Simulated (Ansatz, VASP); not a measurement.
PbO: VASP beside Ansatz

```
Pb O
1.0
     3.14408    0.00000    0.00000
     0.00000    3.14408    0.00000
     0.00000    0.00000    3.14408
Pb O
1 1
Direct
  0.00000 0.00000 0.00000
  0.50000 0.50000 0.50000
```

Change from the starting cell: hydrostatic strain -1.1%.

Alike in both runs: task single point; functional r2SCAN; k mesh 8 × 8 × 8; occupations fermi-dirac, width 0.02 eV; no spin polarisation.

```csv
,VASP,Ansatz
version,VASP 6.6.1,Ansatz 0.2.0
potentials or method,"VASP PAW PBE potentials, release 64 (Pb_d, O)","plane waves, PAW"
plane-wave cutoff (eV),520,500
valence electrons in the cell,20,20
```

VASP gave:

```
pressure (GPa) : 4.1
```

Question: Which values does Ansatz return?

Answer: Pressure (GPa): 3.9.

Caveats: the PAW data sets were made with another functional, which shifts forces and pressure a little (VASP).
